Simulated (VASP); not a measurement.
# PtS2 (C2/m) in VASP: single point with PBE

Aim: the single point of PtS2 with PBE.

All numbers are computed with VASP 6.6.1; they aren't measurements. Logs are shortened: lines on timing, memory, paths and dates and some standing lists are left out, and cuts for length are marked.

## Step 1: The cell of the first run

The structure is monoclinic, space group C2/m (No. 12). Conventional cell: a = 6.153 Å, b = 3.743 Å, c = 5.123 Å, α = 90.00°, β = 90.00°, γ = 90.00°. Pt (site symmetry 2/m) has 6 S at 2.39 to 2.43 Å as nearest neighbours. Around S (site symmetry m) lie 3 Pt at 2.39 to 2.43 Å.

The cell was built by a generator and needn't be a form met in nature.

## Step 2: Single point, PBE (uniaxial_x strain +5.4%)

File INCAR:

```
SYSTEM = PtS2
PREC = Accurate ; ENCUT = 520
EDIFF = 1E-6 ; ISMEAR = -1
SIGMA = 0.02 ; LREAL = .False.
LASPH = .True. ; NELM = 100
ALGO = Fast ; ISIF = 2
LWAVE = .False. ; LCHARG = .True.
GGA = PE ; LELF = .True.
LVHAR = .True. ; NBANDS = 18
```

File KPOINTS:

```
Automatic mesh
0
Gamma
  12 12 6
  0 0 0
```

File POSCAR:

```
PtS2
1.0
    3.7430631691      0.0000000000      0.0000000000
   -1.8715315846      3.0766778591      0.0000000000
    0.0000000000      0.0000000000      5.1227110450
Pt S
1 2
Direct
    0.0000000000      0.0000000000      0.0000000000
    0.3373574919      0.6747149839      0.2307611850
    0.6626425081      0.3252850161      0.7692388150
```

Potentials or basis: VASP PAW PBE potentials, release 64 (Pt, S).

Launch:

```console
$ cat potpaw_PBE.64/Pt/POTCAR potpaw_PBE.64/S/POTCAR > POTCAR
$ mpirun -np 1 vasp_std > vasp.out
```

OUTCAR:

```text
SYSTEM = PtS2
   PREC = Accurate
   ENCUT = 520
   EDIFF = 1E-6
   ISMEAR = -1
   LREAL = .False.
   LASPH = .True.
   NELM = 100
   ISIF = 2
   GGA = PE

 ion  position               nearest neighbor table
   1  0.000  0.000  0.000-   2 2.39   3 2.39   3 2.43   2 2.43   3 2.43   2 2.43
   2  0.337  0.675  0.231-   1 2.39   1 2.43   1 2.43
   3  0.663  0.325  0.769-   1 2.39   1 2.43   1 2.43

  Warning from LATTYP: Monoclinic adjustment (A1->A3, A2->A1, A3->A2)!
  LATTYP: Found a base centered orthorhombic cell.
 ALAT       =     3.7430631691
 B/A-ratio  =     1.6439358462
 C/A-ratio  =     1.3685879221

  Lattice vectors:

 A1 = (   1.8715315846,  -3.0766778591,   0.0000000000)
 A2 = (   1.8715315845,   3.0766778591,   0.0000000000)
 A3 = (   0.0000000000,   0.0000000000,   5.1227110450)

Analysis of symmetry for initial positions (statically):
=====================================================================
 Subroutine PRICEL returns:
 Original cell was already a primitive cell.

 Routine SETGRP: Setting up the symmetry group for a
 base centered orthorhombic supercell.

 Subroutine GETGRP returns: Found  4 space group operations
 (whereof  4 operations were pure point group operations)
 out of a pool of  8 trial point group operations.

The static configuration has the point symmetry C_2h.

Analysis of symmetry for dynamics (positions and initial velocities):
=====================================================================
 Subroutine PRICEL returns:
 Original cell was already a primitive cell.

 Routine SETGRP: Setting up the symmetry group for a
 base centered orthorhombic supercell.

 Subroutine GETGRP returns: Found  4 space group operations
 (whereof  4 operations were pure point group operations)
 out of a pool of  8 trial point group operations.

The dynamic configuration has the point symmetry C_2h.

 Subroutine INISYM returns: Found  4 space group operations
 (whereof  4 operations are pure point group operations),
 and found     1 'primitive' translations

----------------------------------------------------------------------------------------

                                     Primitive cell

  volume of cell :      58.9942

  direct lattice vectors                    reciprocal lattice vectors
     3.743063169  0.000000000  0.000000000     0.267160867  0.162512952  0.000000000
    -1.871531585  3.076677859  0.000000000     0.000000000  0.325025903  0.000000000
     0.000000000  0.000000000  5.122711045     0.000000000  0.000000000  0.195209137

  length of vectors
     3.743063169  3.601191070  5.122711045     0.312706553  0.325025903  0.195209137

  position of ions in fractional coordinates (direct lattice)
     0.000000000  0.000000000  0.000000000
     0.337357492  0.674714984  0.230761185
     0.662642508  0.325285016  0.769238815

  ion indices of the primitive-cell ions
   primitive index   ion index
                 1           1
                 2           2
                 3           3

----------------------------------------------------------------------------------------

 KPOINTS: Automatic mesh

Automatic generation of k-mesh.
 Grid dimensions read from file:
 generate k-points for:   12   12    6

 Generating k-lattice:

  Cartesian coordinates                     Fractional coordinates (reciprocal lattice)
     0.022263406  0.013542746  0.000000000     0.083333333 -0.000000000  0.000000000
     0.000000000  0.027085492  0.000000000     0.000000000  0.083333333  0.000000000
     0.000000000  0.000000000  0.032534856     0.000000000  0.000000000  0.166666667

  Length of vectors
     0.026058879  0.027085492  0.032534856

  Shift w.r.t. Gamma in fractional coordinates (k-lattice)
     0.000000000  0.000000000  0.000000000

 Subroutine IBZKPT returns following result:
 ===========================================

 Found    242 irreducible k-points:

 Following reciprocal coordinates:
            Coordinates               Weight
  0.000000  0.000000  0.000000      1.000000
  0.083333  0.000000  0.000000      4.000000
  0.166667  0.000000  0.000000      4.000000
  0.250000  0.000000  0.000000      4.000000
  0.333333  0.000000  0.000000      4.000000
  0.416667  0.000000  0.000000      4.000000
[... 16 lines left out ...]
  0.333333  0.166667  0.000000      4.000000
  0.416667  0.166667  0.000000      4.000000
 [... further k-points ...]
   k-points           NKPTS =    242   k-points in BZ     NKDIM =    242   number of bands    NBANDS=     18
   number of dos      NEDOS =    301   number of ions     NIONS =      3
   total plane-waves  NPLWV =  31360
   dimension x,y,z NGX =    28 NGY =   28 NGZ =   40
   dimension x,y,z NGXF=    56 NGYF=   56 NGZF=   80
   ions per type =               1   2
   NGX,Y,Z   is equivalent  to a cutoff of  12.44, 12.93, 12.98 a.u.
   NGXF,Y,Z  is equivalent  to a cutoff of  24.87, 25.85, 25.96 a.u.
 SYSTEM =  PtS2
   PREC   = accura    normal or accurate (medium, high low for compatibility)
   ISTART =      0    job   : 0-new  1-cont  2-samecut
   ICHARG =      2    charge: 1-file 2-atom 10-const
   ISPIN  =      1    spin polarized calculation?
   LNONCOLLINEAR =      F non collinear calculations
   LSORBIT =      F    spin-orbit coupling
   LASPH  =      T    aspherical Exc in radial PAW
   ENCUT  =  520.0 eV  38.22 Ry    6.18 a.u.   6.96  6.70  9.52*2*pi/ulx,y,z
   NELM   =    100;   NELMIN=  2; NELMDL= -5     # of ELM steps
   EDIFF  = 0.1E-05   stopping-criterion for ELM
   LREAL  =      F    real-space projection
   EDIFFG = 0.1E-04   stopping-criterion for IOM
   NSW    =      0    number of steps for IOM
   IBRION =     -1    ionic relax: 0-MD 1-quasi-New 2-CG
   NFREE  =      0    steps in history (QN), initial steepest desc. (CG)
   ISIF   =      2    stress and relaxation
   ISYM   =      2    0-nonsym 1-usesym 2-fastsym
   POTIM  = 0.5000    time-step for ionic-motion
   TEBEG  =    0.0;   TEEND  =   0.0 temperature during run
   PSTRESS=    0.0 pullay stress
   NELECT =      22.0000    total number of electrons
   NUPDOWN=      -1.0000    fix difference up-down
   EMIN   =  10.00;   EMAX   =-10.00  energy-range for DOS
   EFERMI =   0.00;   METHOD = LEGACY
   ISMEAR =    -1;   SIGMA  =   0.02  broadening in eV -4-tet -1-fermi 0-gaus
   EFERMI_NEDOS =   21; number of points for ismear=-14 and -15
   IALGO  =     68    algorithm
   IMIX   =      4    mixing-type and parameters
     AMIX     =   0.40;   BMIX     =  1.00
     AMIX_MAG =   1.60;   BMIX_MAG =  1.00
  volume/ion in A,a.u.               =      19.66       132.70
  Fermi-wavevector in a.u.,A,eV,Ry     =   1.178364  2.226785 18.892249  1.388541
  Thomas-Fermi vector in A             =   2.314694
   LORBIT       =      0    0 simple, 1 ext, 2 COOP (PROOUT), +10 PAW based schemes
   GGA     = PE    functional components
   LHFCALC =     F    Hartree Fock is set to
   AEXX    =    0.0000 exact exchange contribution
   IVDW    =     0    specifies the selected vdW correction
   LEPSILON=     F    determine dielectric tensor
   LRPA    =     F    only Hartree local field effects (RPA)
 non-spin polarized calculation
 RMM-DIIS sequential band-by-band and
  energy-cutoff  :      520.00
  volume of cell :       58.99
 maximum number of plane-waves:      1606
   NGX = 13   NGY = 13   NGZ = 19

 number of electron      22.0000001 magnetization

 Free energy of the ion-electron system (eV)
  ---------------------------------------------------
  ext. energy  EPLUGINS =         0.00000000
  ---------------------------------------------------
  free energy    TOTEN  =       -15.36845838 eV

  energy without entropy =      -15.36845835  energy(sigma->0) =      -15.36845837

 E-fermi :   6.1543     XC(G=0): -10.2368

 val. band max:        5.9287765075   @ k =   0.0000   0.1667   0.1667
 cond. band min:       6.4031954277   @ k =  -0.3333   0.0833   0.3333
 fundamental gap:      0.4744189202
 Fermi energy:         6.1542805932

 k-point     1 :       0.0000    0.0000    0.0000
  band No.  band energies     occupation
      1      -9.0873      2.00000
      2      -6.3362      2.00000
      3      -0.6033      2.00000
      4      -0.5652      2.00000
      5      -0.5120      2.00000
      6       2.1199      2.00000
[... 10 lines left out ...]
     17      14.0251      0.00000
     18      17.3345      0.00000

 k-point     2 :       0.0833    0.0000    0.0000
  band No.  band energies     occupation
      1      -9.0086      2.00000
      2      -6.3789      2.00000
      3      -0.5365      2.00000
      4      -0.4781      2.00000
      5      -0.4630      2.00000
      6       2.0133      2.00000
[... 10 lines left out ...]
     17      14.1590      0.00000
     18      16.6841      0.00000

 k-point     3 :       0.1667    0.0000    0.0000
  band No.  band energies     occupation
      1      -8.7814      2.00000
      2      -6.4945      2.00000
      3      -0.3704      2.00000
      4      -0.3277      2.00000
      5      -0.2082      2.00000
      6       1.6236      2.00000
[... 10 lines left out ...]
     17      14.7176      0.00000
     18      15.6307      0.00000

 k-point     4 :       0.2500    0.0000    0.0000
  band No.  band energies     occupation
      1      -8.4332      2.00000
      2      -6.6542      2.00000
      3      -0.2161      2.00000
      4      -0.1303      2.00000
      5       0.2271      2.00000
      6       1.0031      2.00000
[... 375 lines left out ...]
      4       0.1063      2.00000
      5       0.4780      2.00000
      6       1.0644      2.00000
[... 10 lines left out ...]
     17      14.3546      0.00000
     18      15.1733      0.00000

 k-point    23 :       0.3333    0.1667    0.0000
  band No.  band energies     occupation
      1      -7.4275      2.00000
      2      -7.0628      2.00000
      3      -0.7108      2.00000
      4       0.1224      2.00000
      5       0.7396      2.00000
      6       1.3432      2.00000
[... 10 lines left out ...]
     17      14.7363      0.00000
     18      15.4912      0.00000

 k-point    24 :       0.4167    0.1667    0.0000
  band No.  band energies     occupation
      1      -7.2770      2.00000
      2      -7.1366      2.00000
      3      -0.8776      2.00000
      4       0.0832      2.00000
      5       0.8630      2.00000
      6       1.5662      2.00000
[... 10 lines left out ...]
     17      15.4086      0.00000
     18      15.6096      0.00000

 [... further k-points ...]

------------------------ aborting loop because EDIFF is reached ----------------------------------------

  FORCE on cell =-STRESS in cart. coord.  units (eV):
  Direction    XX          YY          ZZ          XY          YZ          ZX
  --------------------------------------------------------------------------------------
  -------------------------------------------------------------------------------------
  Total       -2.3695998      0.2134618      0.4070668     -0.0000000      0.2072452     -0.0000000
  in kB      -64.3541485      5.7972455     11.0552155     -0.0000000      5.6284128     -0.0000000
  external PRESSURE =     -15.8338959 kB  Pullay stress =       0.0000000 kB

 VOLUME and BASIS-vectors are now :
 -----------------------------------------------------------------------------
  energy-cutoff  :      520.00
  volume of cell :       58.99
      direct lattice vectors                 reciprocal lattice vectors
     3.743063169  0.000000000  0.000000000     0.267160867  0.162512952  0.000000000
    -1.871531585  3.076677859  0.000000000     0.000000000  0.325025903  0.000000000
     0.000000000  0.000000000  5.122711045     0.000000000  0.000000000  0.195209137

 POSITION                                       TOTAL-FORCE (eV/Angst)
 -----------------------------------------------------------------------------------
      0.00000      0.00000      0.00000        -0.000000      0.000000      0.000000
     -0.00000      2.07588      1.18212        -0.000000      0.018918     -0.012349
      1.87153      1.00080      3.94059         0.000000     -0.018918      0.012349
 -----------------------------------------------------------------------------------
    total drift:                               -0.000000     -0.000000     -0.000000

  FREE ENERGIE OF THE ION-ELECTRON SYSTEM (eV)
  ---------------------------------------------------
  free  energy   TOTEN  =       -15.3684583810 eV

  energy  without entropy=      -15.3684583502  energy(sigma->0) =      -15.36845837
```

Wall time 5.7 min (1 thread of Intel Xeon Platinum 8175M at 2.50GHz (Skylake/Cascade Lake), shared host); peak memory 0.36 GiB.

Results:

```yaml
Free_energy: -15.3685 eV
Pressure: -1.6 GPa
Largest_force: 0.023 eV/Å
Band_gap_on_the_k_mesh: 0.47 eV, indirect (least direct gap 0.89 eV)
```

Forces in eV/Å, atoms in the order of the input:
```
Pt   0.000  0.000  0.000
S    0.000  0.019 -0.012
S    0.000 -0.019  0.012
```

Caveat: spin-orbit coupling is left out, which moves the levels of the heavy elements.
